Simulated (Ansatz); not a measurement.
# Ni (Fm-3m) in Ansatz: relaxation of cell and atoms with PBEsol

Aim: the relaxation of cell and atoms of Ni with PBEsol.

All numbers are computed with Ansatz 0.2.0; they aren't measurements. Logs are shortened: lines on timing, memory, paths and dates and some standing lists are left out, and cuts for length are marked.

## (1) The crystal as given

The structure is cubic, space group Fm-3m (No. 225). The conventional cell has a = 3.475 Å, b = 3.475 Å, c = 3.475 Å, α = 90.00°, β = 90.00°, γ = 90.00°. Ni (site symmetry m-3m) is surrounded by 12 Ni at 2.46 Å.

## (2) Relaxation of cell and atoms, PBEsol, collinear spin, ferromagnetic start

Contents of input.yaml:

```yaml
crystal:
  lattice:
    - [0.0, 1.737572933, 1.737572933]
    - [1.737572933, 0.0, 1.737572933]
    - [1.737572933, 1.737572933, 0.0]
  atoms:
    - { symbol: Ni, position: [0.0, 0.0, 0.0], spin: 1.0 }
hamiltonian:
  xc: pbesol
  pseudopotentials: { kind: paw }
magnetization:
  spin_polarized: true
kpoints:
  mp_grid: { grid: [13, 13, 13] }
scf:
  occupations: { method: fermi_dirac, width: 0.05 }
output:
  forces: true
  stress: true
  write_density: true
  write_potential: true
  elf: true
  volumetric_format: npy
relax:
  f_tol: 0.01
  max_steps: 40
  cell: { stress_tol: 0.05 }
```

Potentials or basis: Ansatz PAW.

The run is started by

```
$ ansatz run input.yaml --threads 2 --pin off --max-ram 5632MiB --backend cpu --events-out ev --progress --plain --runs-dir out
```

Standard output:

```text
Warning: RAYON_NUM_THREADS=2 ignored (pool sized by the plan → 2); use --threads N
Engine: ansatz 0.2.0, aarch64-unknown-linux-gnu
Pseudopotentials: kind: paw
Pseudopotential: Ni, paw, valence charge 18, recommended cutoff 420 eV (normal), Ni.paw.azcp
Functional definition: PBEsol
  exchange = pbesol_x
  correlation = pbesol_c
Crystal: 1 atoms, lattice volume = 10.492 Å³
Basis set: ecut = 420 eV, 181 PW (Γ), exchange–correlation on 36×36×36 points (8 copies of the dense FFT grid, shifted against one another)
Bands: 14, of which v1, the nominal top of the filled ones, is band 9 counted from 1 (8 counted from 0)
Symmetry: 48 space group operations
Space group: Fm-3m (ITA 225), of the structure as read, at distance tolerance 2.2e-5 Å
Magnetic group: BNS 225.116 (UNI 1618), of the structure as read, at distance tolerance 2.2e-5 Å
k-points: 84 of 2197
Non-local potential: Ni, projectors of the file, l = 0: 3, l = 1: 2, l = 2: 3, l = 3: 1
PAW form: soft (Blöchl's): semilocal exchange-correlation on the pseudo side does not see the compensation charge
PAW frozen core: Ni, regenerated for the run's functional, and the local potential with it (the file was generated under x = pbe(κ = 0.804, μ = 0.2195149727645171), c = pbe(β = 0.06672455060314922))
PAW one-centre angular grid: Ni, 590 points (default); XC on 64 Gauss nodes
Initial density: superposition of atomic densities (chi_scale 0.1, normalization cell)
Starting moments: Σ|m| = 1 μB on 1 of 1 site
Initial wavefunctions: pseudopotential atomic-orbital guess
Functional: x = pbesol(κ = 0.804, μ = 0.12345679012345678), c = pbesol(β = 0.046)
SCF iter   1: F=—  HF=-5804.403955 eV  |F-HF|=—  |Δ(HF+E_count)|=         —  Δρ=8.94e-2 (↑4.90e-2 ↓8.94e-2)  dr2=1.18e0  dr2_m=4.13e-2  M=0.942 μB ∫|m|=0.999 μB  β_m=0.30  ethr=3.10e-3  ⟨swp⟩=5.7  Hψ=12358  notcnv=0
Mixer restart at iter 1: flushing history
preconditioner: auto → none  [metal: Δε(μ)=0.005 eV  Ē_g=16.260 eV  σ=0.050 eV  W_gap=0.02  n_scr=0 (ndim 8)  ℏωp=36.3 eV  f_vac=0.000  D(μ)=1.65/eV (n_scr^D=26)]
SCF iter   2: F=—  HF=-5804.052866 eV  |F-HF|=—  |Δ(HF+E_count)|=   3.51e-1  Δρ=4.57e-2 (↑4.57e-2 ↓4.40e-2)  dr2=3.83e-1  dr2_m=6.43e-3  M=0.842 μB ∫|m|=0.912 μB  β_m=0.25  ethr=3.10e-3  ⟨swp⟩=2.9  Hψ=5692  notcnv=0  defer=52
SCF iter   3: F=—  HF=-5804.236337 eV  |F-HF|=—  |Δ(HF+E_count)|=   1.83e-1  Δρ=1.58e-2 (↑1.49e-2 ↓1.58e-2)  dr2=2.60e-2  dr2_m=4.88e-3  M=0.841 μB ∫|m|=0.913 μB  β_m=0.53  ethr=2.13e-3  ⟨swp⟩=2.5  Hψ=4080  notcnv=0  defer=52
SCF iter   4: F=—  HF=-5804.816433 eV  |F-HF|=—  |Δ(HF+E_count)|=         —  Δρ=4.69e-2 (↑1.35e-2 ↓4.69e-2)  dr2=8.17e-2  dr2_m=8.19e-2  M=0.654 μB ∫|m|=0.732 μB  β_m=0.53  ethr=1.45e-4  ⟨swp⟩=2.6  Hψ=4729  notcnv=0  defer=56
Mixer restart at iter 4: flushing history
SCF iter   5: F=—  HF=-5804.958028 eV  |F-HF|=—  |Δ(HF+E_count)|=   1.42e-1  Δρ=2.82e-2 (↑2.82e-2 ↓5.50e-3)  dr2=4.32e-2  dr2_m=1.90e-2  M=0.654 μB ∫|m|=0.735 μB  β_m=0.52  ethr=1.45e-4  ⟨swp⟩=2.8  Hψ=5664  notcnv=0  defer=62
SCF iter   6: F=—  HF=-5804.972577 eV  |F-HF|=—  |Δ(HF+E_count)|=   1.45e-2  Δρ=3.36e-2 (↑1.18e-2 ↓3.36e-2)  dr2=1.16e-1  dr2_m=1.33e-2  M=0.633 μB ∫|m|=0.709 μB  β_m=0.38  ethr=1.45e-4  ⟨swp⟩=2.4  Hψ=5207  notcnv=0  defer=68
SCF iter   7: F=—  HF=-5804.980379 eV  |F-HF|=—  |Δ(HF+E_count)|=   7.80e-3  Δρ=2.92e-3 (↑1.06e-3 ↓2.92e-3)  dr2=5.31e-4  dr2_m=3.08e-4  M=0.632 μB ∫|m|=0.710 μB  β_m=0.66  ethr=1.45e-4  ⟨swp⟩=2.9  Hψ=4910  notcnv=0  defer=69
SCF iter   8: F=—  HF=-5804.982171 eV  |F-HF|=—  |Δ(HF+E_count)|=   1.79e-3  Δρ=4.76e-4 (↑6.49e-5 ↓4.76e-4)  dr2=1.77e-5  dr2_m=4.47e-6  M=0.630 μB ∫|m|=0.707 μB  β_m=0.83  ethr=2.95e-6  ⟨swp⟩=1.7  Hψ=3598  notcnv=0  defer=68
SCF iter   9: F=—  HF=-5804.982181 eV  |F-HF|=—  |Δ(HF+E_count)|=   9.91e-6  Δρ=7.86e-5 (↑7.86e-5 ↓2.69e-5)  dr2=3.63e-7  dr2_m=1.58e-7  M=0.630 μB ∫|m|=0.707 μB  β_m=0.91  ethr=9.81e-8  ⟨swp⟩=2.3  Hψ=3265  notcnv=0  defer=67
SCF iter  10: F=—  HF=-5804.982181 eV  |F-HF|=—  |Δ(HF+E_count)|=   4.10e-8  Δρ=1.05e-5 (↑1.01e-5 ↓1.05e-5)  dr2=2.49e-8  dr2_m=4.45e-10  M=0.630 μB ∫|m|=0.707 μB  β_m=0.87  ethr=2.02e-9  ⟨swp⟩=1.9  Hψ=2946  notcnv=0  defer=67
SCF iter  11: F=-5804.982181 eV  HF=-5804.982181 eV  |F-HF|=2.48e-9  |Δ(HF+E_count)|=   6.01e-9  Δρ=3.65e-6 (↑3.63e-6 ↓3.65e-6)  dr2=3.14e-9  dr2_m=3.91e-11  M=0.630 μB ∫|m|=0.707 μB  ethr=1.38e-10  ⟨swp⟩=4.9  Hψ=11476  notcnv=0
SCF 1 converged in 11 iterations: F = -5804.982181 eV  dr2 = 3.14e-9
relax step   1: F+E_penalty+E_count = -5804.98218100 eV  Δ(F+E_penalty+E_count) = +0.000e0 eV  max|allowed force component| = 0.000e0 eV/Å  Δτ_max = 0.0000 Å  P = -2.390 GPa  Ω = 10.492 Å³  (11 SCF iters, dr2 threshold 1.00e-7 eV, accepted)
Crystal: 1 atoms, lattice volume = 10.438 Å³
Initial density: handed on by an earlier stage of this run
[... 22 lines left out ...]
SCF iter   7: F=-5804.983052 eV  HF=-5804.983052 eV  |F-HF|=3.53e-8  |Δ(HF+E_count)|=   4.81e-6  Δρ=1.43e-5 (↑1.26e-5 ↓1.43e-5)  dr2=4.42e-8  dr2_m=9.83e-11  M=0.629 μB ∫|m|=0.705 μB  ethr=5.48e-11  ⟨swp⟩=5.0  Hψ=13425  notcnv=0
SCF 3 converged in 7 iterations: F = -5804.983052 eV  dr2 = 4.42e-8
relax step   3: F+E_penalty+E_count = -5804.98305169 eV  Δ(F+E_penalty+E_count) = -2.396e-4 eV  max|allowed force component| = 0.000e0 eV/Å  Δτ_max = 0.0000 Å  P = +0.027 GPa  Ω = 10.380 Å³  energy of the carried Pulay correction = +3.792e-5 eV  (7 SCF iters, dr2 threshold 1.00e-7 eV, accepted)
Initial wavefunctions: pseudopotential atomic-orbital guess (no wavefunctions were taken with the density)
iter 1 solved again at ethr=1.05e-7 eV; its pass at ethr=3.10e-3 eV (dr2=1.90e-5 eV) is discarded
SCF iter   1: F=—  HF=-5804.983007 eV  |F-HF|=—  |Δ(HF+E_count)|=         —  Δρ=1.22e-5 (↑1.06e-5 ↓1.22e-5)  dr2=2.95e-8  dr2_m=1.50e-10  M=0.629 μB ∫|m|=0.705 μB  β_m=0.65  ethr=1.05e-7  ⟨swp⟩=2.8  Hψ=17833  notcnv=0
preconditioner: auto → none  [metal: Δε(μ)=0.030 eV  Ē_g=17.267 eV  σ=0.050 eV  W_gap=0.15  n_scr=0 (ndim 8)  ℏωp=36.4 eV  f_vac=0.000  D(μ)=1.54/eV (n_scr^D=26)]
SCF iter   2: F=—  HF=-5804.983009 eV  |F-HF|=—  |Δ(HF+E_count)|=   1.51e-6  Δρ=9.09e-6 (↑7.11e-6 ↓9.09e-6)  dr2=9.86e-9  dr2_m=1.08e-10  M=0.629 μB ∫|m|=0.705 μB  β_m=0.46  ethr=1.64e-10  ⟨swp⟩=2.1  Hψ=3797  notcnv=0
SCF iter   3: F=—  HF=-5804.983009 eV  |F-HF|=—  |Δ(HF+E_count)|=   1.65e-9  Δρ=6.66e-6 (↑6.66e-6 ↓6.23e-6)  dr2=1.00e-8  dr2_m=2.14e-11  M=0.629 μB ∫|m|=0.705 μB  β_m=0.39  ethr=5.48e-11  ⟨swp⟩=2.1  Hψ=3721  notcnv=0
SCF iter   4: F=—  HF=-5804.983009 eV  |F-HF|=—  |Δ(HF+E_count)|=   2.83e-9  Δρ=9.51e-7 (↑5.11e-7 ↓9.51e-7)  dr2=2.85e-11  dr2_m=2.86e-11  M=0.629 μB ∫|m|=0.705 μB  β_m=0.70  ethr=5.48e-11  ⟨swp⟩=1.7  Hψ=2849  notcnv=0
SCF iter   5: F=—  HF=-5804.983009 eV  |F-HF|=—  |Δ(HF+E_count)|=  5.00e-11  Δρ=4.68e-7 (↑2.39e-7 ↓4.68e-7)  dr2=2.05e-11  dr2_m=1.34e-12  M=0.629 μB ∫|m|=0.705 μB  β_m=0.79  ethr=1.00e-12  ⟨swp⟩=1.4  Hψ=2770  notcnv=0
SCF iter   6: F=-5804.983009 eV  HF=-5804.983009 eV  |F-HF|=1.82e-12  |Δ(HF+E_count)|=  1.27e-11  Δρ=4.40e-8 (↑2.79e-8 ↓4.40e-8)  dr2=3.96e-14  dr2_m=1.08e-13  M=0.629 μB ∫|m|=0.705 μB  ethr=1.00e-12  ⟨swp⟩=3.9  Hψ=9469  notcnv=0
SCF 4 converged in 6 iterations: F = -5804.983009 eV  dr2 = 3.96e-14
relax step   4: F+E_penalty+E_count = -5804.98300863 eV  Δ(F+E_penalty+E_count) = +4.306e-5 eV  max|allowed force component| = 0.000e0 eV/Å  Δτ_max = 0.0000 Å  P = +0.035 GPa  Ω = 10.380 Å³  stress off target by 3.45e-2 GPa  SCF on the basis re-selected at this cell (its energy is not comparable with the rows above)  (6 SCF iters)
basis re-selected at this cell: Δ(F+E_penalty+E_count) = +4.306e-5 eV, ΔP = +0.008 GPa vs the last step (what re-selecting the basis moved, of the pressure what is left beyond the Pulay correction that the steps carried, after the strain that the cell walked since its last selection, with what the two solves' SCF thresholds leave and, on support functions, any second-order correction that the steps lacked; it is no measure of the basis error at this ecutwfc). This SCF's stress stands 3.45e-2 GPa from its target on what of the cell is left free (relax.cell.stress_tol is 5.00e-2 GPa) and its largest allowed force component is 0.00e0 eV/Å (relax.f_tol is 1.00e-2 eV/Å): within both
SCF converged after 6 iterations
Magnetization: 0.6291 μB (9.3145 up, 8.6855 down)
Absolute magnetization: 0.7054 μB (∫|ρ↑−ρ↓|, with the PAW one-centre terms)
Spin contamination: 0.0054 ħ² per cell (⟨S²⟩ above its minimum at these occupations)
Per-site moments (μB) at R_I (Å): [(0.6621067908316425, 1.0100210571836752)]
Free energy (F): -5804.983009 eV
Harris-Foulkes:  -5804.983009 eV  (|F-HF|=1.82e-12)
Internal energy: -5804.970324 eV  (E = F + TS)
E sigma→0 (E₀):  -5804.976666 eV
Entropy (-TS):   -0.012685 eV (-12.685 meV/atom)
Fermi energy:    19.099541 eV
--- Per-component energies (eV) ---
  E_band       = -268.258133
  E_kinetic    = 283.224017
  E_local      = -3357.472948  (includes V_loc(G=0)·N_el)
  E_nonlocal   = 635.784767
  E_hartree    = 1400.976333
  E_xc         = -84.908476
  E_vxc        = -109.900856  (∫ρ·V_xc dr)
  E_paw        = -1594.101027  (= ΣΔE_a)
  E_vpaw       = -521.846247  (= ΣTr[D̂ρ^β])
  E_aug_tail   = 0.000481  (compensation charges beyond the density's cutoff)
  E_ewald      = -3088.670759
  E_core_change = 0.197289  (= ΣΔE_core)
  E_smearing   = -0.012685  (= −TS)
  E_closure    = -0.000000  (closes the sum)
  Σ components = -5804.983009   (vs F -5804.983009, Δ=0.00e0)
--- Forces (eV/Å), atoms counted from 1 ---
  atom   1  Ni    -0.00000000     0.00000000     0.00000000
  max |Σ_I F_I| component: 1.31e-31 eV/Å
--- Stress (GPa, compression-positive) ---
        0.034532      -0.000000      -0.000000
       -0.000000       0.034532       0.000000
       -0.000000       0.000000       0.034532
  P = ⅓ Tr σ = 0.0345 GPa (0.345 kbar)
--- Band table (eV; the first three rows and the last of 168) ---
  k-point 0 ↑: bands = ["-84.3465", "-44.7236", "-44.7236", "-44.7236", "9.5873", "16.5181", "16.5181", "16.5181", "17.7827", "17.7827", "42.9183", "47.2466", "47.2466", "47.2466"]
  k-point 1 ↑: bands = ["-84.3441", "-44.7389", "-44.7258", "-44.7258", "9.8268", "16.4531", "16.5730", "16.5730", "17.7596", "17.7596", "42.1230", "44.9181", "46.7054", "46.7054"]
  k-point 2 ↑: bands = ["-84.3374", "-44.7810", "-44.7318", "-44.7318", "10.5229", "16.2950", "16.6959", "16.6959", "17.7309", "17.7309", "38.7957", "43.8753", "45.8681", "45.8681"]
  k-point 83 ↓: bands = ["-83.4645", "-44.1070", "-44.0845", "-44.0159", "15.4440", "16.2199", "16.5430", "18.3174", "19.4560", "25.8692", "27.9118", "30.0512", "31.1501", "48.8807"]
--- Relaxed structure (3 steps of the walk, 3 accepted, 1 SCFs on fresh bases) ---
  F+E_penalty+E_count = -5804.98300863 eV   max|allowed force component| = 0.000e0 eV/Å   (the final SCF, on the basis selected at the relaxed cell)
  cell:  # Å, volume = 10.3802 Å³
    - [-2.149610076377827e-34, 1.7313763361837147, 1.7313763361837147]
    - [1.7313763361837147, -6.0985234018719095e-34, 1.7313763361837147]
    - [1.7313763361837147, 1.7313763361837147, -7.993364876604957e-34]
  atoms:
    - { symbol: Ni, position: [0.0, 0.0, 0.0] }
```

It took 5.6 s on 2 threads of Arm Neoverse V1, shared host; peak memory 0.28 GiB.

What came out:

* Free energy: -5804.9830 eV
* Relaxed volume: 10.38 Å³/atom
* Relaxed cell: a = 2.449 Å, b = 2.449 Å, c = 2.449 Å, α = 60.00°, β = 60.00°, γ = 60.00°
* Space group after relaxing (to 0.05 Å): Fm-3m (No. 225)
* Energy gained by relaxing: 0.8 meV/atom
* Ionic steps: 4
* Pressure after relaxing: 0.0 GPa
* Band gap on the k mesh: none (metal or under the smearing width)
* Net moment: 0.63 μB per cell
* Absolute moment: 0.71 μB per cell
* Site moments: Ni +0.66 μB

Step by step:
| step | energy change (eV) | largest force (eV/Å) | volume (Å³) |
| --- | --- | --- | --- |
| 1 | 0.0000 | 0.0000 | 10.49 |
| 2 | -0.0006 | 0.0000 | 10.44 |
| 3 | -0.0009 | 0.0000 | 10.38 |
| 4 | -0.0008 | 0.0000 | 10.38 |

Final structure:
```xyz
1
Lattice="0.0000 1.7314 1.7314 1.7314 0.0000 1.7314 1.7314 1.7314 0.0000" Properties=species:S:1:pos:R:3 pbc="T T T"
Ni    0.0000    0.0000    0.0000
```

Levels at points of the mesh, in eV from the Fermi level:
Spin up:
```
           k point  band 7  band 8  band 9  band 10  band 11  band 12
(0.00, 0.00, 0.00)   -2.58   -2.58   -1.32    -1.32    23.82    28.15
```
Spin down:
```tsv
k point	band 7	band 8	band 9	band 10	band 11	band 12
(0.00, 0.00, 0.00)	-1.85	-1.85	-0.70	-0.70	23.72	28.15
```

Caveat: the plane-wave basis is chosen anew once the cell has moved, so the energies of steps on either side of that aren't comparable; the PAW data sets come from PBE, with cores solved anew for the run's functional, which leaves a small shift of forces and pressure.
